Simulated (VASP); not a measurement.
## MoS2 (strained database structure): a PBE single-point calculation in VASP

INCAR

```
NBANDS = 20
SIGMA = 0.02
LREAL = .FALSE.
ENCUT = 520
GGA = PE
NELM = 120
LCHARG = .TRUE.
IBRION = -1
ISIF = 2
NSW = 0
ISMEAR = -1
EDIFF = 1E-7
PREC = Accurate
LWAVE = .FALSE.
LASPH = .TRUE.
LELF = .TRUE.
```

KPOINTS

```
KPOINTS created by Atomic Simulation Environment
0
Gamma
12 12 4
0 0 0
```

KPOINTS_OPT

```
special points
7
Reciprocal
0.0000000000 0.0000000000 0.0000000000 1
0.5000000000 0.0000000000 0.0000000000 1
0.3333333333 0.3333333333 0.0000000000 1
0.0000000000 0.0000000000 0.5000000000 1
0.5000000000 0.0000000000 0.5000000000 1
0.3333333333 0.3333333333 0.5000000000 1
0.3333330000 0.3281250000 0.0000000000 1
```

POSCAR

```
Mo S
 1.0000000000000000
     3.1709589631999999    0.0304412060000000    0.0000000000000000
    -1.5591166238000000    2.7309104134000002    0.0000000000000000
     0.0000000000000000    0.0000000000000000    6.8100136477000000
 Mo  S
   1   2
Cartesian
 -0.0037158298389173  0.0001232775071214  0.0000000000000000
  0.0194331532951229  1.8306923722697879  1.5562426751955727
  0.0194331532951229  1.8306923722697879  5.2537709725044266
```

VASP ran with the recommended PBE PAW datasets (26 valence electrons in the cell).

Command

```
mpirun -np 1 vasp_std
```

OSZICAR

```
N       E                     dE             d eps       ncg     rms          rms(c)
DAV:   1     0.186637793639E+03    0.18664E+03   -0.13328E+04  8928   0.122E+03
DAV:   2    -0.155402018557E+02   -0.20218E+03   -0.19682E+03 10884   0.313E+02
DAV:   3    -0.232131576508E+02   -0.76730E+01   -0.76025E+01 11060   0.573E+01
DAV:   4    -0.233121245647E+02   -0.98967E-01   -0.98917E-01 11148   0.684E+00
DAV:   5    -0.233137962941E+02   -0.16717E-02   -0.16717E-02 11244   0.850E-01    0.242E+01
DAV:   6    -0.222158921224E+02    0.10979E+01   -0.10728E+01  9632   0.197E+01    0.893E+00
DAV:   7    -0.219320534829E+02    0.28384E+00   -0.39892E+00  9172   0.114E+01    0.590E+00
DAV:   8    -0.218234842060E+02    0.10857E+00   -0.55490E-01 10080   0.458E+00    0.167E+00
DAV:   9    -0.218246021522E+02   -0.11179E-02   -0.23615E-02 10340   0.937E-01    0.628E-01
DAV:  10    -0.218236047202E+02    0.99743E-03   -0.91725E-03 10116   0.638E-01    0.117E-01
DAV:  11    -0.218236696293E+02   -0.64909E-04   -0.59715E-04 10376   0.169E-01    0.659E-02
DAV:  12    -0.218236722671E+02   -0.26378E-05   -0.71146E-05 10380   0.529E-02    0.233E-02
DAV:  13    -0.218237092846E+02   -0.37017E-04   -0.53356E-05  9636   0.385E-02    0.172E-02
DAV:  14    -0.218237106049E+02   -0.13203E-05   -0.33949E-06 11984   0.110E-02    0.733E-03
DAV:  15    -0.218237111334E+02   -0.52855E-06   -0.91900E-07  9824   0.608E-03    0.339E-03
DAV:  16    -0.218237111398E+02   -0.63719E-08   -0.21545E-07  9304   0.310E-03
   1 F= -.21823711E+02 E0= -.21823711E+02  d E =-.282564E-12
       N       E                     dE             ncg
DAV:   1     0.690864107526E+04   -0.62017E+04      296
DAV:   2     0.559154578288E+04   -0.13171E+04      336
DAV:   3     0.554111795129E+04   -0.50428E+02      356
DAV:   4     0.554040671827E+04   -0.71123E+00      332
DAV:   5     0.554039439005E+04   -0.12328E-01      332
DAV:   6     0.554039405028E+04   -0.33977E-03      356
DAV:   7     0.554039404024E+04   -0.10038E-04      336
DAV:   8     0.554039403984E+04   -0.39490E-06      324
DAV:   9     0.554039403982E+04   -0.18913E-07      228
```

From OUTCAR

```
k-points           NKPTS =    222   k-points in BZ     NKDIM =    222   number of bands    NBANDS=     20

   NELECT =      26.0000    total number of electrons

   dimension x,y,z NGX =    24 NGY =   24 NGZ =   54
   dimension x,y,z NGXF=    48 NGYF=   48 NGZF=  108

  energy-cutoff  :      520.00
  volume of cell :       59.30
      direct lattice vectors                 reciprocal lattice vectors
     3.170958963  0.030441206  0.000000000     0.313643004  0.179063370  0.000000000
    -1.559116624  2.730910413  0.000000000    -0.003496150  0.364182249  0.000000000
     0.000000000  0.000000000  6.810013648     0.000000000  0.000000000  0.146842584

 k-points in reciprocal lattice and weights: KPOINTS created by Atomic Simulation Env
   0.00000000  0.00000000  0.00000000       0.002
   0.08333333  0.00000000  0.00000000       0.003
   0.16666667  0.00000000  0.00000000       0.003
   0.25000000 -0.00000000  0.00000000       0.003
   0.33333333  0.00000000  0.00000000       0.003
   0.41666667 -0.00000000  0.00000000       0.003
   0.50000000 -0.00000000  0.00000000       0.002
   0.00000000  0.08333333  0.00000000       0.003
   ...

 E-fermi :   6.4682

 k-point     1 :       0.0000    0.0000    0.0000
  band No.  band energies     occupation
      1     -55.2357      2.00000
      2     -29.3880      2.00000
      3     -29.1844      2.00000
      4     -29.1530      2.00000
      5      -8.5674      2.00000
      6      -7.1371      2.00000
      7      -0.2912      2.00000
      8       2.8688      2.00000
      9       3.0766      2.00000
     10       4.0401      2.00000
     11       4.1600      2.00000
     12       4.4715      2.00000
     13       5.2572      2.00000
     14       8.3745      0.00000
     15       8.4850      0.00000
     16       8.5490      0.00000
     17       8.7192      0.00000
     18      11.7026      0.00000
     19      13.3907      0.00000
     20      14.8720      0.00000

 k-point     2 :       0.0833    0.0000    0.0000
  band No.  band energies     occupation
      1     -55.2332      2.00000
      2     -29.3830      2.00000
      3     -29.2094      2.00000
      4     -29.1595      2.00000
      5      -8.4652      2.00000
      6      -7.0983      2.00000
      7      -0.1748      2.00000
      8       2.6568      2.00000
      9       3.1734      2.00000
     10       3.5263      2.00000
     11       3.9988      2.00000
     12       4.8090      2.00000
     13       5.2371      2.00000
     14       8.2252      0.00000
     15       8.2960      0.00000
     16       8.5965      0.00000
     17       8.6573      0.00000
     18      12.1749      0.00000
     19      13.5483      0.00000
     20      15.3338      0.00000

 k-point     3 :       0.1667    0.0000    0.0000
  band No.  band energies     occupation
      1     -55.2264      2.00000
      2     -29.3692      2.00000
      3     -29.2789      2.00000
      4     -29.1754      2.00000
      5      -8.1745      2.00000
      6      -6.9883      2.00000
      7       0.1247      2.00000
      8       2.1391      2.00000
      9       2.8085      2.00000
     10       3.4675      2.00000
     11       3.6263      2.00000
     12       4.8947      2.00000
     13       5.0905      2.00000
     14       7.6907      0.00000
     15       8.3232      0.00000
     16       8.3674      0.00000
     17       9.0710      0.00000
     18      12.9938      0.00000
     19      14.1104      0.00000
     20      15.4362      0.00000

 k-point     4 :       0.2500   -0.0000    0.0000
  band No.  band energies     occupation
      1     -55.2170      2.00000
      2     -29.3733      2.00000
      3     -29.3503      2.00000
      4     -29.1964      2.00000
      5      -7.7437      2.00000
      6      -6.8277      2.00000
      7       0.3920      2.00000
      8       1.6386      2.00000
      9       2.1004      2.00000
     10       3.2073      2.00000
     11       3.8861      2.00000
     12       4.6151      2.00000
     13       4.7347      2.00000
     14       7.5183      0.00000
     15       8.0470      0.00000
     16       8.8109      0.00000
     17       9.5102      0.00000
     18      13.2294      0.00000
     19      14.3750      0.00000
     20      15.0670      0.00000

 k-point     5 :       0.3333    0.0000    0.0000
  band No.  band energies     occupation
      1     -55.2076      2.00000
      2     -29.4664      2.00000
      3     -29.3314      2.00000
      4     -29.2171      2.00000
      5      -7.2596      2.00000
      6      -6.6522      2.00000
      7       0.2420      2.00000
      8       1.4668      2.00000
      9       1.4756      2.00000
     10       2.8537      2.00000
     11       4.2806      2.00000
     12       4.3080      2.00000
     13       4.4928      2.00000
     14       7.7349      0.00000
     15       7.8877      0.00000
     16       9.3538      0.00000
     17       9.8403      0.00000
     18      12.9462      0.00000
     19      13.3713      0.00000
     20      14.3132      0.00000

 k-point     6 :       0.4167   -0.0000    0.0000
  band No.  band energies     occupation
      1     -55.2007      2.00000
      2     -29.5338      2.00000
      3     -29.3175      2.00000
      4     -29.2322      2.00000
      5      -6.8560      2.00000
      6      -6.5123      2.00000
      7      -0.1136      2.00000
      8       1.0347      2.00000
      9       1.3862      2.00000
     10       2.6237      2.00000
     11       4.0617      2.00000
     12       4.5947      2.00000
     13       4.6337      2.00000
     14       7.8586      0.00000
     15       8.1108      0.00000
     16       9.7229      0.00000
     17      10.0266      0.00000
     18      11.7713      0.00000
     19      13.4058      0.00000
     20      13.9596      0.00000

 k-point     7 :       0.5000   -0.0000    0.0000
  band No.  band energies     occupation
      1     -55.1982      2.00000
      2     -29.5583      2.00000
      3     -29.3124      2.00000
      4     -29.2378      2.00000
      5      -6.6939      2.00000
      6      -6.4583      2.00000
      7      -0.2748      2.00000
      8       0.8744      2.00000
      9       1.3282      2.00000
     10       2.5443      2.00000
     11       3.9893      2.00000
     12       4.7166      2.00000
     13       4.7592      2.00000
     14       7.8785      0.00000
     15       8.3246      0.00000
     16       9.8391      0.00000
     17      10.0844      0.00000
     18      11.2116      0.00000
     19      13.5153      0.00000
     20      13.8885      0.00000

 k-point     8 :       0.0000    0.0833    0.0000
  band No.  band energies     occupation
      1     -55.2331      2.00000
      2     -29.3827      2.00000
      3     -29.2025      2.00000
      4     -29.1677      2.00000
      5      -8.4631      2.00000
      6      -7.0962      2.00000
      7      -0.1728      2.00000
      8       2.7173      2.00000
      9       3.1034      2.00000
     10       3.5613      2.00000
     11       3.9394      2.00000
     12       4.8275      2.00000
     13       5.2424      2.00000
     14       8.2796      0.00000
     15       8.3259      0.00000
     16       8.5359      0.00000
     17       8.6168      0.00000
     18      12.1760      0.00000
     19      13.5514      0.00000
     20      15.3447      0.00000

 k-point     9 :       0.0833    0.0833    0.0000
  band No.  band energies     occupation
      1     -55.2285      2.00000
      2     -29.3735      2.00000
      3     -29.2530      2.00000
      4     -29.1746      2.00000
      5      -8.2684      2.00000
      6      -7.0233      2.00000
      7       0.0361      2.00000
      8       2.3113      2.00000
      9       3.0785      2.00000
     10       3.3470      2.00000
     11       3.5947      2.00000
     12       4.9994      2.00000
     13       5.1601      2.00000
     14       7.8402      0.00000
     15       8.2578      0.00000
     16       8.3446      0.00000
     17       8.9756      0.00000
     18      12.8715      0.00000
     19      13.8713      0.00000
     20      15.6876      0.00000

 k-point    10 :       0.1667    0.0833    0.0000
  band No.  band energies     occupation
      1     -55.2205      2.00000
      2     -29.3573      2.00000
      3     -29.3319      2.00000
      4     -29.1956      2.00000
      5      -7.9082      2.00000
      6      -6.8879      2.00000
      7       0.3442      2.00000
      8       1.8233      2.00000
      9       2.4609      2.00000
     10       3.1003      2.00000
     11       3.6467      2.00000
     12       4.9118      2.00000
     13       4.9250      2.00000
     14       7.4918      0.00000
     15       8.0853      0.00000
     16       8.4386      0.00000
     17       9.4718      0.00000
     18      13.4214      0.00000
     19      14.6946      0.00000
     20      15.0657      0.00000

 ...

  Total        0.6261341      0.6454670      0.9749913     -0.5322605      0.0000000      0.0000000
  in kB       16.9183542     17.4407364     26.3445939    -14.3818567      0.0000000      0.0000000
  external PRESSURE =      20.2345615 kB  Pullay stress =       0.0000000 kB

 POSITION                                       TOTAL-FORCE (eV/Angst)
 -----------------------------------------------------------------------------------
      3.16724      0.03056      0.00000        -0.012858      0.000019      0.000000
      0.01943      1.83069      1.55624         0.006429     -0.000010      0.123340
      0.01943      1.83069      5.25377         0.006429     -0.000010     -0.123340
 -----------------------------------------------------------------------------------
    total drift:                               -0.000049     -0.000085      0.000000

  FREE ENERGIE OF THE ION-ELECTRON SYSTEM (eV)
  ---------------------------------------------------
  free  energy   TOTEN  =       -21.8237111398 eV

  energy  without entropy=      -21.8237111398  energy(sigma->0) =      -21.82371114
```

```json
{
 "gap between bands v and c": "1.28 eV",
 "least direct gap": "1.69 eV",
 "pressure": "2.0 GPa",
 "largest force": "0.12 eV/Å"
}
```

Band v is the last that the valence electrons fill when counted band by band, and c is the next.

The run took about 4.2 min on one core of a shared host (Intel Xeon Platinum 8488C) and held 0.49 GiB at most.
